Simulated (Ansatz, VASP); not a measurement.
## One calculation of Y3N, two programs

```
CELL_PARAMETERS angstrom
4.42688 0.00000 0.00000
0.00000 4.42688 0.00000
0.00000 0.00000 4.42688
ATOMIC_POSITIONS crystal
N 0.00000 0.00000 0.00000
Y 0.00000 0.50000 0.50000
Y 0.50000 0.00000 0.50000
Y 0.50000 0.50000 0.00000
```

Alike in both runs: functional PBE; k mesh 8 × 8 × 8; occupations fermi-dirac, width 0.05 eV; no spin polarisation.

Ansatz relaxed the structure, and its values are those at the end. VASP's run is a single point on that final structure, the one shown.

```csv
,VASP,Ansatz
version,VASP 6.6.1,Ansatz 0.2.0
potentials or method,"VASP PAW PBE potentials, release 64 (N, Y_sv)","PAW with Ansatz's default frozen-core files, scalar-relativistic"
plane-wave cutoff (eV),520,420
valence electrons in the cell,38,38
```

VASP gave:

| Item | Value |
| --- | --- |
| pressure (GPa) | -0.1 |

Task: Which values does Ansatz return?

Result: Pressure (GPa): 0.0.

The functional is the same, so the differences come from potentials, cutoffs and numerics.
